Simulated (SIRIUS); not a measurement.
## CuO in SIRIUS: the effect of functional

Crystal: CuO.

```
Cu O
1.0
     2.83633    0.00000    0.00000
    -1.41816    2.45633    0.00000
     0.00000    0.00000    2.76811
Cu O
1 1
Direct
  0.00000 0.00000 0.00000
  0.66667 0.33333 0.50000
```

Measurements of this composition are mostly on another form, of space group No. 15.

Alike in all runs:

| Property | Result |
| --- | --- |
| Program | SIRIUS 7.10.0 |
| Task | single point |
| Potentials or basis | PseudoDojo 0.4.1 PBE standard (scalar relativistic) |
| Cutoff | 1254 eV |
| Density cutoff | 5016 eV |
| k mesh | 9 × 9 × 8 |
| Occupations | fermi-dirac, width 0.05 eV |
| Spin | no spin polarisation |

| functional | pressure (GPa) |
| --- | --- |
| LDA | -16.9 |
| PBEsol | -9.8 |
| RPBE | 4.8 |
| revPBE | 3.2 |
| BLYP | 6.6 |
| PW91 | -1.6 |
| AM05 | -9.7 |
| PBEint | -7.0 |
| B86bPBE | 0.4 |
| EV93PW91 | ? |

What does the run with functional EV93PW91 give?

Pressure 26.1 GPa.

Caveats: the potentials were made for another functional, which shifts forces and pressure; an odd number of electrons without spin polarisation forces a metal; a magnetic or distorted state may lie lower; the run has no spin polarisation, though such a crystal can be magnetic; the potentials were made for a functional far from this one (some runs).

Runs at the PBE level aren't shown here.
